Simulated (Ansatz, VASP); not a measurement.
This is a calculation of BaTiO3 for VASP 6.6.1. 

File INCAR:

```
PREC = Accurate ; ENCUT = 600
EDIFF = 1E-6 ; ISMEAR = -1
SIGMA = 0.05 ; LREAL = False
LASPH = True ; NELM = 60
ALGO = Normal ; ISIF = 3
LWAVE = False ; LCHARG = False
GGA = PS ; IVDW = 12
IBRION = 2 ; NSW = 60
EDIFFG = -0.02
```

The input KPOINTS:

```
regular mesh
0
Gamma
  7 7 7
```

The input POSCAR:

```
BaTiO3
1.0
    3.9998000000      0.0000000000      0.0000000000
    0.0000000000      3.9998000000      0.0000000000
    0.0000000000      0.0000000000      4.0180000000
Ba Ti O
1 1 3
Direct
    0.0000000000      0.0000000000      0.0000000000
    0.5000000000      0.5000000000      0.4900000000
    0.0000000000      0.5000000000      0.5170000000
    0.5000000000      0.0000000000      0.5170000000
    0.5000000000      0.5000000000      0.0190000000
```

Potentials or basis: VASP PAW PBE potentials, release 64 (Ba_sv, Ti_sv, O).

Run with:

```sh
$ cat potpaw_PBE.64/Ba_sv/POTCAR potpaw_PBE.64/Ti_sv/POTCAR potpaw_PBE.64/O/POTCAR > POTCAR
$ mpirun -np 1 vasp_std > vasp.out
```

Translate it to Ansatz 0.2.0. Potentials or basis there: Ansatz PAW, cutoff 420 eV.

As run (cutoffs and basis follow the program's own potentials, and thresholds, step limits or extra output files can differ):

The input input.yaml:

```yaml
crystal:
  lattice:
    - [3.9998, 0.0, 0.0]
    - [0.0, 3.9998, 0.0]
    - [0.0, 0.0, 4.018]
  atoms:
    - { symbol: Ba, position: [0.0, 0.0, 0.0] }
    - { symbol: Ti, position: [0.5, 0.5, 0.49] }
    - { symbol: O, position: [0.0, 0.5, 0.517] }
    - { symbol: O, position: [0.5, 0.0, 0.517] }
    - { symbol: O, position: [0.5, 0.5, 0.019] }
hamiltonian:
  xc: pbesol
  pseudopotentials: { kind: paw }
  dispersion: d3bj
kpoints:
  mp_grid: { grid: [7, 7, 7] }
scf:
  occupations: { method: fermi_dirac, width: 0.05 }
output:
  forces: true
  stress: true
  eigenvalues: true
relax:
  f_tol: 0.01
  max_steps: 40
  cell: { stress_tol: 0.05 }
```

Potentials or basis: Ansatz PAW.

Run with:

```console
$ ansatz run input.yaml --threads 1 --pin off --max-ram 3584MiB --backend cpu --events-out ev --progress --plain --runs-dir out
```

Both were run:

|  | VASP | Ansatz |
| --- | --- | --- |
| Relaxed volume | 12.47 Å³/atom | 12.33 Å³/atom |
| Relaxed cell | a = 3.950 Å, b = 3.950 Å, c = 3.996 Å, α = 90.00°, β = 90.00°, γ = 90.00° | a = 3.937 Å, b = 3.937 Å, c = 3.977 Å, α = 90.00°, β = 90.00°, γ = 90.00° |
| Space group after relaxing | P4mm (No. 99) | P4mm (No. 99) |
| Pressure after relaxing | -0.1 GPa | 0.0 GPa |

Ansatz's pressure holds a Pulay term of +0.61 GPa for its cutoff of 420 eV, which the other run lacks.

VASP's potentials were made for PBE. Ansatz's potentials were made for PBE.

Where Ansatz's input types no cutoff or centring, it takes its own default and a Γ-centred mesh.

Pressure is positive in compression.
